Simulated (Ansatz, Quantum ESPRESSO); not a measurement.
Re: 3 runs at one level of theory

```
Re
1.0
     2.76639    0.00000    0.00000
    -1.38319    2.39576    0.00000
     0.00000    0.00000    8.93885
Re
4
Direct
  0.66667 0.33333 0.75000
  0.00000 0.00000 0.50000
  0.33333 0.66667 0.25000
  0.00000 0.00000 0.00000
```

Alike in all runs: task single point; functional PBEsol; k mesh 11 × 11 × 3; occupations fermi-dirac, width 0.05 eV; no spin polarisation; no spin-orbit coupling. Pressure is positive in compression and, in plane waves, holds the error of the finite cutoff, which Ansatz's Pulay term estimates and takes out.

| program and potentials | plane-wave cutoff (eV) | notes | pressure (GPa) |
| --- | --- | --- | --- |
| Ansatz, Ansatz PAW | 420 | potentials made for PBE, which Ansatz adapts in part; Pulay term of +0.15 GPa included | -6.76 |
| Ansatz, all-electron LAPW, scalar-relativistic | - | - | -6.66 |
| Quantum ESPRESSO, GBRV 1.5 PBEsol | 612 | - | -6.84 |

The pressure spans -6.84 (Quantum ESPRESSO, GBRV 1.5 PBEsol) to -6.66 GPa (Ansatz, all-electron LAPW, scalar-relativistic), with all-electron results at -6.66.

Differences between rows come from potentials, basis sets and numerical settings, since the functional is the same but for its coding. Runs on potential files found faulty are left out.
